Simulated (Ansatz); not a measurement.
# AgI (F-43m) at temperature and pressure

Wanted: expansion, heat capacity and stiffness of AgI along isobars.

Calculated with Ansatz 0.2.0; DFT RPBE, scalar-relativistic, plane waves, PAW.

Most raw output is cut from this account.

The database entry behind the starting cell differs from later determinations by our own check (about 0.3 % short), so it need not match the best structure at ambient conditions.

## 1. Set-up

The structure is cubic, space group F-43m (No. 216). Conventional cell: a = 6.473 Å, b = 6.473 Å, c = 6.473 Å, α = 90.00°, β = 90.00°, γ = 90.00°. Nearest to Ag lie 4 I at 2.80 Å. Nearest to I lie 4 Ag at 2.80 Å. Farther neighbours and most contacts between anions are not listed.

## 2. A first coarse run

Before spending time, one coarse run tells the gap and the pressure of the starting cell.

Contents of input.yaml:

```yaml
crystal:
  lattice:
    - [0.0, 3.2365, 3.2365]
    - [3.2365, 0.0, 3.2365]
    - [3.2365, 3.2365, 0.0]
  atoms:
    - { symbol: Ag, position: [0.0, 0.0, 0.0] }
    - { symbol: I, position: [0.25, 0.25, 0.25] }
kpoints:
  mp_grid: { grid: [6, 6, 6] }
hamiltonian:
  xc: rpbe
scf:
  occupations: { method: gaussian, width: 0.1 }
output:
  forces: true
  stress: true
  eigenvalues: true
```

Started as:

```
$ ansatz run input.yaml --threads 4 --pin off --max-ram 8192MiB --backend cpu --events-out ev --progress --plain --runs-dir out
```

The job ended after 1.9 s (4 threads of Intel Xeon Platinum 8375C at 2.90GHz (Ice Lake), shared host; peak memory 0.42 GiB).

This step gave:

* pressure: 4.133 GPa
* gap on the k-mesh: 1.535 eV
* volume per atom: 33.90 Å³

The start is under 4.1 GPa at this level and looks like an insulator or semiconductor on this mesh.

## 3. Finding the static equilibrium

The vibrations must be taken about the equilibrium of this functional, not about the starting cell, so the structure is relaxed.

input.yaml, the sections that differ from step 2:

```yaml
kpoints:
  mp_grid: { grid: [8, 8, 8] }
scf:
  occupations: { method: gaussian, width: 0.02 }
output:
  forces: true
  stress: true
  eigenvalues: true
  write_density: true
  write_potential: true
  elf: true
  volumetric_format: npy
relax:
  adjacent_minimum: "off"
  f_tol: 0.005
  max_steps: 80
  cell: { stress_tol: 0.05 }
# crystal, hamiltonian: as in step 2
```

It took 5.4 s on 4 threads; peak memory 0.48 GiB; 20 s of CPU time.

Step by step:

```csv
step,energy less that of the first step (eV),largest force component (eV/Å),pressure (GPa),volume (Å³)
1,0.0000,0.0000,4.12,67.80
2,-0.1151,0.0000,0.04,78.21
3*,-0.1164,0.0000,0.03,78.21
```

Relaxation steps marked * repeat the geometry before them on a plane-wave basis chosen anew for their cell, so energy and pressure can jump there.

Forces are held to the 24 operations that the run works with; a distortion that breaks them can't arise in this run.

```csv
"conventional cell, symmetrised",before,after,change
a (Å),6.473,6.789,+4.9 %
b (Å),6.473,6.789,+4.9 %
c (Å),6.473,6.789,+4.9 %
volume (Å³/atom),33.90,39.11,+15.3 %
```

The relaxed structure:

```cif
data_structure
_symmetry_space_group_name_H-M 'P 1'
_symmetry_Int_Tables_number 1
_cell_length_a 4.8002
_cell_length_b 4.8002
_cell_length_c 4.8002
_cell_angle_alpha 60.000
_cell_angle_beta 60.000
_cell_angle_gamma 60.000
_cell_volume 78.21
loop_
_atom_site_label
_atom_site_type_symbol
_atom_site_fract_x
_atom_site_fract_y
_atom_site_fract_z
_atom_site_occupancy
Ag1 Ag 0.00000 0.00000 0.00000 1
I2 I 0.25000 0.25000 0.25000 1
```

Numbers from this step:

```yaml
pressure: 0.03217 GPa
gap_on_the_k_mesh: 1.547 eV
volume_per_atom: 39.11 Å³
```

Valence density in the ac plane of a cell with a along [110], b along [-110] and c along [001] of the cube at fractional y = 0.000, with atoms of Ag and I within 0.2 Å of it. It is the smooth field of the valence electrons, not physical close to the nuclei.

Values in e/Å³, 10 rows by 16 columns, each cell a mean:
```
 9  2  0  0  0  0  1  7  9  2  0  0  0  0  1  7
 0  0  1  3  4  1  0  0  0  0  1  3  4  1  0  0
 0  0  1  9 13  2  0  0  0  0  1  9 13  2  0  0
 0  0  0  1  2  1  0  0  0  0  0  1  2  1  0  0
 0  0  0  0  0  0  0  0  0  0  0  0  0  0  0  0
 0  0  0  0  0  0  0  0  0  0  0  0  0  0  0  0
 0  0  0  0  0  0  0  0  0  0  0  0  0  0  0  0
 0  0  0  0  0  0  0  0  0  0  0  0  0  0  0  0
 1  0  0  0  0  0  0  1  1  0  0  0  0  0  0  1
12  2  0  0  0  0  1  9 12  2  0  0  0  0  1  9
```
Columns run along a (9.6 Å), rows up along c (6.8 Å), edges of the conventional cell, whose origin can differ from the input's. Atoms in or near the plane, at fractional coordinates: Ag at (0.50, 0.00), Ag at (0.00, 0.00), I at (0.75, 0.75), I at (0.25, 0.75).

ELF in the ac plane of a cell with a along [110], b along [-110] and c along [001] of the cube at fractional y = 0.000, with atoms of Ag and I within 0.2 Å of it. It is the smooth field of the valence electrons, not physical close to the nuclei.

Ten even steps from '0' (0.00) to '9' (0.80), each cell a mean:
```
974236886324798622478742368
652268888622566424888874246
322587667852233237876787323
113786336873111258743478521
015874335785101378634368731
016886336886100388743478730
015887667885100378876788730
003688888863000157888887510
001367887631000025788874200
000023443200000001344431000
000000110000000000011100000
000000000000000000000000000
000000000000000000000000000
000000000000000000000000000
110000000000111100000000011
221100000011222110000000112
542110000112454321000001234
764210110124677531111111357
975212442125799631134311369
```
Columns run along a (9.6 Å), rows up along c (6.8 Å), edges of the conventional cell, whose origin can differ from the input's. Atoms in or near the plane, at fractional coordinates: Ag at (0.50, 0.00), Ag at (0.00, 0.00), I at (0.75, 0.75), I at (0.25, 0.75).

Electrostatic potential energy in the ac plane of a cell with a along [110], b along [-110] and c along [001] of the cube at fractional y = 0.000, with atoms of Ag and I within 0.2 Å of it. With pseudopotentials it is smooth inside the atoms' cores, unlike the true potential.

Ten even steps from '0' (-28 eV) to '9' (10 eV), each cell a mean:
```
004899999984000168999998610
136887667886311478866688741
678864444688766887544458886
999845885489999986479746899
999746996479999985499946899
999845885489999996479746999
999864444689999998544458999
999987667899999999865689999
999999999999999999998999999
999999999999999999999999999
999999999999999999999999999
999999999999999999999999999
999999999999999999999999999
999999999999999999999999999
999999999999999999999999999
889999999999888899999999988
357999999997534689999999864
015899999985100379999999730
003899999973000168999998610
```
Columns run along a (9.6 Å; values clipped at the 3rd and 97th percentile), rows up along c (6.8 Å), edges of the conventional cell, whose origin can differ from the input's. Atoms in or near the plane, at fractional coordinates: Ag at (0.50, 0.00), Ag at (0.00, 0.00), I at (0.75, 0.75), I at (0.25, 0.75).

The relaxation ends with a pressure of 0.03 GPa.

## 4. A second relaxation

The relaxation is run once more from where the first one ended, as the script does after a large change of volume or of the gap, with mesh and occupations reviewed.

input.yaml, the sections that differ from step 3:

```yaml
crystal:
  lattice:
    - [0.0, 3.3942678879, 3.3942678879]
    - [3.3942678879, 0.0, 3.3942678879]
    - [3.3942678879, 3.3942678879, 0.0]
  atoms:
    - { symbol: Ag, position: [0.0, 0.0, 0.0] }
    - { symbol: I, position: [0.25, 0.25, 0.25] }
output:
  forces: true
  stress: true
  eigenvalues: true
# kpoints, hamiltonian, scf, relax: as in step 3
```

The job ended after 2.3 s (4 threads; peak memory 0.5 GiB).

Little changed from the start: no atom moved by 0.005 Å and no cell edge by 0.1 %.

## 5. Relaxing to small residual forces and stress

The thresholds are tightened for a last relaxation ahead of the phonons, and where mesh or smearing change with them the cell follows.

input.yaml, the sections that differ from step 4:

```yaml
scf:
  occupations: { method: fixed }
relax:
  adjacent_minimum: "off"
  f_tol: 0.001
  max_steps: 60
  cell: { stress_tol: 0.01 }
# crystal, kpoints, hamiltonian, output: as in step 4
```

Elapsed: 5.1 s, on 4 threads; peak memory 0.51 GiB; 19 s of CPU time.

Little changed from the start: no atom moved by 0.005 Å and no cell edge by 0.1 %.

Numbers from this step:

* pressure: 0.008964 GPa
* volume per atom: 39.15 Å³

The residual pressure is 0.0090 GPa, small enough for phonons.

## 6. An input with a fault

This input was changed on purpose, to see how the program answers.

Contents of input.yaml:

```yaml
crystal:
  lattice:
    - [0.0, 3.3956181047, 3.3956181047]
    - [3.3956181047, 0.0, 3.3956181047]
    - [3.3956181047, 3.3956181047, 0.0]
  atoms:
    - { symbol: Ag, position: [0.0, 0.0, 0.0] }
    - { symbol: I, position: [0.25, 0.25, 0.25] }
kpoints:
  mp_grid: { grid: [8, 8, 8] }
hamiltonian:
  xc: rpbe
scf:
  occupations: { method: fixed }
  max_iter: 50
output:
  eigenvalues: true
phonons:
  supercell: [2, 2, 2]
  qmesh: [4, 4, 4]
  thermal_expansion: {}
```

Run time: 0.03 s. Hardware: 4 threads; peak memory 0.043 GiB.

The input was rejected at the start.

The program's message: “Error: invalid value for `phonons.qmesh`: set beside supercell — each asks for the run's force constants: supercell solves them in one diagonal repeat, and qmesh at the wavevectors of a mesh, each in …”

The fault put into the input: a supercell and a q mesh together.

## 7. Relaxation under pressure

The study at pressure needs a start near its own equilibrium, so the cell is first relaxed to that pressure.

input.yaml, the sections that differ from step 6:

```yaml
scf:
  occupations: { method: fixed }
output:
  forces: true
  stress: true
  eigenvalues: true
  write_density: true
  write_potential: true
  elf: true
  volumetric_format: npy
relax:
  adjacent_minimum: "off"
  f_tol: 0.001
  max_steps: 60
  cell: { stress_tol: 0.05, p_target: 5.0 }
# crystal, kpoints, hamiltonian: as in step 6
# phonons: removed
```

It took 10 s on 4 threads; peak memory 0.51 GiB.

The steps of the relaxation:

```csv
step,energy less that of the first step (eV),largest force component (eV/Å),pressure (GPa),volume (Å³)
1,0.0000,0.0000,0.01,78.30
2,0.1248,0.0000,4.37,67.40
3,0.1645,0.0000,5.23,66.06
4,0.1536,0.0000,4.99,66.41
5*,0.1560,0.0000,4.99,66.41
```

Relaxation steps marked * repeat the geometry before them on a plane-wave basis chosen anew for their cell, so energy and pressure can jump there.

Forces are held to the 24 operations that the run works with; a distortion that breaks them can't arise in this run.

```csv
"conventional cell, symmetrised",before,after,change
a (Å),6.791,6.428,-5.3 %
b (Å),6.791,6.428,-5.3 %
c (Å),6.791,6.428,-5.3 %
volume (Å³/atom),39.15,33.21,-15.2 %
```

The relaxed structure:

```cif
data_structure
_symmetry_space_group_name_H-M 'P 1'
_symmetry_Int_Tables_number 1
_cell_length_a 4.5455
_cell_length_b 4.5455
_cell_length_c 4.5455
_cell_angle_alpha 60.000
_cell_angle_beta 60.000
_cell_angle_gamma 60.000
_cell_volume 66.41
loop_
_atom_site_label
_atom_site_type_symbol
_atom_site_fract_x
_atom_site_fract_y
_atom_site_fract_z
_atom_site_occupancy
Ag1 Ag 0.00000 0.00000 0.00000 1
I2 I 0.25000 0.25000 0.25000 1
```

Numbers from this step:

| Item | Value |
| --- | --- |
| pressure | 4.989 GPa |
| gap on the k-mesh | 1.534 eV |
| volume per atom | 33.21 Å³ |

Electrostatic potential energy in the ac plane of a cell with a along [110], b along [-110] and c along [001] of the cube at fractional y = 0.000, with atoms of Ag and I within 0.2 Å of it. With pseudopotentials it is smooth inside the atoms' cores, unlike the true potential.

Ten even steps from '_' (-27 eV) to '@' (12 eV), each cell a mean:
```
____==%%%%%%%%%%%%%%==______::**%%%%%%%%%%%%**::__
..--**%%##++==++##%%**--..::++##%%**====**%%##++::
**##%%##====**====##%%##**##%%%%++==++++==**%%%%##
@@@@%%**==%%@@%%==**%%@@@@@@@@%%==**@@@@**==%%@@@@
@@@@@@**==%%@@%%==**@@@@@@@@@@%%==**@@@@**==%%@@@@
@@@@@@##====**====##@@@@@@@@@@%%++==****==**%%@@@@
@@@@@@%%##++==++##@@@@@@@@@@@@@@%%**====**%%@@@@@@
@@@@@@@@@@%%%%%%@@@@@@@@@@@@@@@@@@%%%%%%%%@@@@@@@@
@@@@@@@@@@@@@@@@@@@@@@@@@@@@@@@@@@@@@@@@@@@@@@@@@@
@@@@@@@@@@@@@@@@@@@@@@@@@@@@@@@@@@@@@@@@@@@@@@@@@@
@@@@@@@@@@@@@@@@@@@@@@@@@@@@@@@@@@@@@@@@@@@@@@@@@@
@@@@@@@@@@@@@@@@@@@@@@@@@@@@@@@@@@@@@@@@@@@@@@@@@@
@@@@@@@@@@@@@@@@@@@@@@@@@@@@@@@@@@@@@@@@@@@@@@@@@@
%%%%@@@@@@@@@@@@@@@@@@%%%%%%@@@@@@@@@@@@@@@@@@@@%%
==**%%@@@@@@@@@@@@@@%%**==++##@@@@@@@@@@@@@@%%##++
__..++%%@@@@@@@@@@%%++..____--##@@@@@@@@@@@@##--__
____==%%@@@@@@@@@@%%--______..**@@@@@@@@@@@@**..__
```
Columns run along a (9.1 Å; values clipped at the 3rd and 97th percentile), rows up along c (6.4 Å), edges of the conventional cell, whose origin can differ from the input's. Atoms in or near the plane, at fractional coordinates: Ag at (0.50, 0.00), Ag at (0.00, 0.00), I at (0.75, 0.75), I at (0.25, 0.75).

Valence density in the ac plane of a cell with a along [110], b along [-110] and c along [001] of the cube at fractional y = 0.000, with atoms of Ag and I within 0.2 Å of it. It is the smooth field of the valence electrons, not physical close to the nuclei.

Ten steps, logarithmic in the rise over the least value, from '0' (0 e/Å³) to '9' (18 e/Å³), each cell a mean:
```
9842111112589963111111369
7532233322357642233332246
3222367632223222346643223
1113589852111112379973211
0012589852100012379973210
0012367632100001347742100
0001233321000001123321100
0000112110000000111110000
0000000000000000000000000
0000000000000000000000000
0000000000000000000000000
0000000000000000000000000
0000000000000000000000000
1100000000011110000000011
5320000000235421000000124
8631000001478752000000257
9852100012589973100001379
```
Columns run along a (9.1 Å), rows up along c (6.4 Å), edges of the conventional cell, whose origin can differ from the input's. Atoms in or near the plane, at fractional coordinates: Ag at (0.50, 0.00), Ag at (0.00, 0.00), I at (0.75, 0.75), I at (0.25, 0.75).

ELF in the ac plane of a cell with a along [110], b along [-110] and c along [001] of the cube at fractional y = 0.000, with atoms of Ag and I within 0.2 Å of it. It is the smooth field of the valence electrons, not physical close to the nuclei.

Values, 9 rows by 16 columns, each cell a mean:
```
0.59 0.32 0.35 0.63 0.65 0.45 0.25 0.53 0.59 0.32 0.35 0.63 0.65 0.45 0.25 0.53
0.21 0.30 0.62 0.45 0.39 0.61 0.42 0.20 0.21 0.30 0.62 0.45 0.39 0.61 0.42 0.20
0.10 0.49 0.64 0.37 0.33 0.59 0.61 0.17 0.10 0.49 0.64 0.37 0.33 0.59 0.61 0.17
0.03 0.32 0.64 0.65 0.64 0.66 0.44 0.07 0.03 0.32 0.64 0.65 0.64 0.66 0.44 0.07
0.01 0.04 0.20 0.36 0.39 0.26 0.07 0.01 0.01 0.04 0.20 0.36 0.39 0.26 0.07 0.01
0.02 0.01 0.01 0.03 0.03 0.02 0.01 0.02 0.02 0.01 0.01 0.03 0.03 0.02 0.01 0.02
0.09 0.06 0.03 0.01 0.00 0.02 0.05 0.08 0.09 0.06 0.03 0.01 0.00 0.02 0.05 0.08
0.29 0.21 0.11 0.03 0.02 0.08 0.18 0.27 0.29 0.21 0.11 0.03 0.02 0.08 0.18 0.27
0.67 0.40 0.17 0.20 0.23 0.15 0.31 0.61 0.67 0.40 0.17 0.20 0.23 0.15 0.31 0.61
```
Columns run along a (9.1 Å), rows up along c (6.4 Å), edges of the conventional cell, whose origin can differ from the input's. Atoms in or near the plane, at fractional coordinates: Ag at (0.50, 0.00), Ag at (0.00, 0.00), I at (0.75, 0.75), I at (0.25, 0.75).

## 8. The quasi-harmonic study

The study relaxes the crystal at several strains, solves the phonons on some of them and minimises the free energy at each temperature (static energy, vibrations, the electrons in a metal, and PV under a set pressure); the q-mesh sets how far the force constants reach.

Contents of input.yaml:

```yaml
crystal:
  lattice:
    - [0.0, 3.2141627193, 3.2141627193]
    - [3.2141627193, 0.0, 3.2141627193]
    - [3.2141627193, 3.2141627193, 0.0]
  atoms:
    - { symbol: Ag, position: [0.0, 0.0, 0.0] }
    - { symbol: I, position: [0.25, 0.25, 0.25] }
kpoints:
  mp_grid: { grid: [8, 8, 8] }
hamiltonian:
  xc: rpbe
scf:
  occupations: { method: fixed }
output:
  eigenvalues: true
phonons:
  method: dfpt
  qmesh: [4, 4, 4]
  temperatures: { t_max: 500.0, t_step: 25 }
  thermal_expansion: { pressure: 5.0 }
```

Run time: 5 min. Hardware: 4 threads; peak memory 2.2 GiB.

The run ended with an error.

The program's message: “vibrations stand at or below zero in cell 4 (0.594 modes a cell, the lowest at -14.3 cm⁻¹): the crystal is at no minimum there, or its k-points are too few: type the crystal that it becomes, another p …”

(Part 1 of 2 ends here.)

[Logs are printed without paths, hosts, clocks, repeated set-up lines and the standing remarks that a program may print on its own settings, such as how far it seeks lower states.]

[Hosts, paths, dates, database ids (printed as entryN), source tags and the programs' standing remarks are cut or masked in the printed files.]

[A step with changed settings may run another functional than the one named; its input shows which.]
